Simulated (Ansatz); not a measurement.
**Zirconium, simple cubic: HSE06 at the PBE geometry**

How do the levels change when part of the exchange is made exact, and what does it cost? Spin polarisation is left out. The geometry was relaxed under PBE beforehand and is kept. Exact exchange is dear, so the k-mesh is coarse, and PBE is run on the same mesh for comparison.

Program: Ansatz 0.2.0. Level of theory: DFT, plane waves (420 eV) with PBE-made PAW files, scalar-relativistic; functionals as named at each step. These are calculated values, not measurements.

## Step 1: Starting point

Symmetry: Pm-3m, No. 221, cubic system. The conventional cell has a = 2.913 Å, b = 2.913 Å, c = 2.913 Å, α = 90.00°, β = 90.00°, γ = 90.00°. Zr (site symmetry m-3m) has 6 Zr at 2.91 Å as nearest neighbours.

Coordinates:

```
Zr
1.0
     2.91348    0.00000    0.00000
     0.00000    2.91348    0.00000
     0.00000    0.00000    2.91348
Zr
1
Cartesian
  0.0000 0.0000 0.0000
```

## Step 2: PBE on the coarse mesh

The run with PBE.

input.yaml reads:

```yaml
crystal:
  lattice:
    - [2.9134844231, 0.0, 0.0]
    - [0.0, 2.9134844231, 0.0]
    - [0.0, 0.0, 2.9134844231]
  atoms:
    - { symbol: Zr, position: [0.0, 0.0, 0.0] }
hamiltonian:
  xc: pbe
  pseudopotentials:
    kind: paw
    azcp:
      Zr: "pseudopotentials/Zr.paw.azcp"
basis:
  ecutwfc: 420
  fft_grid_basis: typed
kpoints:
  mp_grid: { grid: [6, 6, 6], shift: [0, 0, 0] }
magnetization:
  spin_polarized: false
scf:
  occupations: { method: fermi_dirac, width: 0.1 }
```

On the command line:

```
ansatz run input.yaml --threads 4 --pin off --max-ram 8192MiB --backend cpu --events-out ev --progress --plain --runs-dir out
```

Log (excerpt; [...] marks lines left out):

```text
Warning: RAYON_NUM_THREADS=4 ignored (pool sized by the plan → 4); use --threads N
[...]
Pseudopotentials: kind: paw
Pseudopotential: Zr, paw, valence charge 12, recommended cutoff 420 eV (normal), <dir>
Functional definition: PBE
[...]
Crystal: 1 atoms, lattice volume = 24.731 Å³
Basis set: ecut = 420 eV, 461 PW (Γ)
Bands: 10, of which v1, the nominal top of the filled ones, is band 6 counted from 1 (5 counted from 0)
Symmetry: 48 space group operations
Space group: Pm-3m (ITA 221), of the structure as read, at distance tolerance 2.9e-5 Å
k-points: 20 of 216
[...]
SCF iter   1: F=—  HF=-4182.966540 eV  |F-HF|=—  |Δ(HF+E_count)|=         —  Δρ=4.39e-3  dr2=5.11e-3  ethr=1.77e-3  ⟨swp⟩=5.0  Hψ=1117  notcnv=0
[...]
SCF iter   6: F=-4182.965726 eV  HF=-4182.965726 eV  |F-HF|=9.09e-13  |Δ(HF+E_count)|=   1.94e-9  Δρ=3.37e-7  dr2=1.27e-11  ethr=4.24e-11  ⟨swp⟩=1.1  Hψ=600  notcnv=0
[...]
SCF converged after 6 iterations
Free energy (F): -4182.965726 eV
[...]
E sigma→0 (E₀):  -4182.935079 eV
Entropy (-TS):   -0.061293 eV (-61.293 meV/atom)
Fermi energy:    12.741951 eV
[...]
```

Wall time 0.37 s (4 threads of Intel Xeon Platinum 8488C (Sapphire Rapids), shared host); peak memory 0.31 GiB.

## Step 3: HSE06, coarse mesh

The run with HSE06.

Edit input.yaml of step 2 so:

```diff
@@ -8,3 +8,3 @@
 hamiltonian:
-  xc: pbe
+  xc: hse06
   pseudopotentials:
```

On the command line:

```
ansatz run input.yaml --threads 4 --pin off --max-ram 8192MiB --backend cpu --events-out ev --progress --plain --runs-dir out
```

Log (excerpt; [...] marks lines left out):

```text
Warning: RAYON_NUM_THREADS=4 ignored (pool sized by the plan → 4); use --threads N
[...]
[... 2 set-up lines as earlier in the session ...]
Functional definition: HSE06
[...]
Crystal: 1 atoms, lattice volume = 24.731 Å³
Basis set: ecut = 420 eV, 461 PW (Γ)
Bands: 10, of which v1, the nominal top of the filled ones, is band 6 counted from 1 (5 counted from 0)
[... 2 set-up lines as earlier in the session ...]
k-points: 20 of 216
[...]
SCF iter   1: F=—  HF=-4182.965973 eV  |F-HF|=—  |Δ(HF+E_count)|=         —  Δρ=4.12e-3  dr2=3.80e-3  ethr=1.77e-3  ⟨swp⟩=5.7  Hψ=759  notcnv=0
[...]
Frozen-core exchange: fock
[...]
SCF 2 stopped early in 6 iterations: F = -4184.929272 eV  dr2 = 1.63e-6
hybrid outer 1: dexx = +3.946e-3 eV, tail = 6.30e-6 eV
[...]
Frozen-core exchange: fock
[...]
hybrid outer 2: dexx = +1.053e-6 eV, tail = 2.03e-7 eV, Δε = 2.82e-3 eV (about 5.20e-4 eV left of the loop's levels)
hybrid SCF converged: 2 outer / 8 inner (+6 warm-up), last move |dexx| = 1.05e-6 eV, tail = 2.03e-7 eV
Stability not checked: this state was not tested for a lower state beside it, because the functional holds exact exchange (a hybrid, or Hartree-Fock), whose exchange loop this test does not read (fock_operator; see scf.lower_state_search)
Free energy (F): -4184.929273 eV
Frozen-core exchange: fock
[...]
E sigma→0 (E₀):  -4184.898172 eV
Entropy (-TS):   -0.062201 eV (-62.201 meV/atom)
Fermi energy:    12.791803 eV
[...]
--- Band table (eV; the first three rows and the last of 20) ---
  k-point 0: bands = ["-39.5586", "-15.5382", "-15.5382", "-15.5382", "6.7982", "10.6926", "10.6926", "19.2254"]
[...]
  guard bands above this table: 2 of the run's 10 bands. The solve was not asked for them (output.publish_guard_bands: true or output.eigenvalues: true publishes all)
```

It took 6.2 s on 4 threads of Intel Xeon Platinum 8488C (Sapphire Rapids), shared host; peak memory 0.95 GiB.

## Step 4: The functionals compared

```
functional               gap on the mesh  Fermi energy (eV)  SCF cycles  exchange loops  CPU time
       PBE  none (levels filled in part)             12.742           6               -    0.66 s
     HSE06  none (levels filled in part)             12.792          14               2      17 s
```

## Step 5: Summary of results

```
                         quantity                         value
                         PBE: gap  none (levels filled in part)
                       HSE06: gap  none (levels filled in part)
HSE06: SCF cycles, exchange loops                         14, 2
 HSE06: CPU time over that of PBE                            26
           HSE06: relative to hcp                +1110 meV/atom
```

What this shows: Both PBE and HSE06 leave levels filled in part. The hybrid took 26 times as much CPU time as PBE on the same settings. HSE06 needed 2 outer loops of the exchange operator. To compare with dense-mesh energies, the change of PBE from this mesh and smearing to its dense run (-22.3 meV/atom, from a run not shown) is added. Under HSE06 it lies 1110 meV/atom above hcp (computed apart in the same way); on such meshes a few tens of meV are uncertain for metals. Absolute energies differ from functional to functional, by eV per atom at times, and say nothing by themselves.
